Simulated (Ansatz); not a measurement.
## Si (I4/mmm)

The calculation used DFT r2SCAN, scalar-relativistic, plane waves, PAW (Ansatz 0.2.0).

Cutoff 500 eV; k points 10×10×10 on the computed 4-atom cell (Γ-centred); Gaussian smearing, width 0.02 eV; no spin polarisation.

The structure is relaxed at this level of theory with its symmetry kept. This form isn't the element's structure at ambient conditions.

The structure is tetragonal, space group I4/mmm (No. 139). The conventional cell has a = 6.655 Å, b = 6.655 Å, c = 3.844 Å, α = 90.00°, β = 90.00°, γ = 90.00°. Around Si (site symmetry m2m) lie 4 Si at 2.34 to 2.38 Å.

```
Volume per atom                                                                                                                             : 21.28 Å³
Formation energy from the elements' standard states (uncorrected)                                                                           : +0.116 eV/atom
Generalised Kohn–Sham band gap                                                                                                              : 0.38 eV, indirect from M to (0.151, 0.154, -0.154)
Löwdin character of the top 1 eV of the valence band                                                                                        : Si 3p 96 %
Löwdin character of the lowest 1 eV of the conduction band                                                                                  : Si 3p 57 %, Si 3s 30 %, unprojected 14 %
Electron masses at the edge by Cartesian direction of the standard setting (m_e; degenerate bands sorted by energy; no spin-orbit coupling) : x: 0.33; y: 0.33; z: 0.47
Hole masses at the edge by Cartesian direction of the standard setting (m_e; degenerate bands sorted by energy; no spin-orbit coupling)     : x: 0.38, 0.14; y: 0.38, 0.14; z: 0.65, 0.65
Bulk modulus                                                                                                                                : 88 GPa
Its pressure derivative                                                                                                                     : 4.1
Electronic dielectric constant xx, yy, zz of the standard setting (independent particles)                                                   : 12.1, 12.1, 10.9
Bader charges (e)                                                                                                                           : Si (4 in the cell) 0.00
```